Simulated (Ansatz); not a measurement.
Zinc-blende AlSb, treated with r²SCAN+rVV10 in Ansatz (PAW).

Numerical settings: plane-wave cutoff 560 eV, 10×10×10 k mesh, Fermi–Dirac smearing 0.01 eV, scalar-relativistic PAW data made under PBE.

Cell (relaxed at this level):

AlSb is modelled in the cubic space group F-43m (No. 216), the zinc blende structure, Pearson symbol cF8. Conventional cell: a = b = c = 6.158 Å, α = β = γ = 90.00°. Al on 4a sees 4 Sb at 2.666 Å (tetrahedral). Sb on 4d sees 4 Al at 2.666 Å (tetrahedral). (Neighbours: up to the widest gap in distance over summed covalent radii, below 1.35, at either atom; cation-cation and far metal-metal contacts left out.)
(The calculation used a cell of 2 atoms; values per cell refer to that cell.)

Problem. Predict the pressure derivative B′ of the bulk modulus, width of the whole s-p valence band and smallest direct gap on the k points sampled.

Solution. 
pressure derivative B′ of the bulk modulus: 4.3
width of the whole s-p valence band: 11.10 eV
smallest direct gap on the k points sampled: 2.10 eV

Spin–orbit coupling is not included; with these elements it can move the gap by several tenths of an eV or more.

The computed numbers hold no vibrational or temperature effects.

Computing time: around 2.2 core-minutes (rough).

Ansatz is a first-principles code.
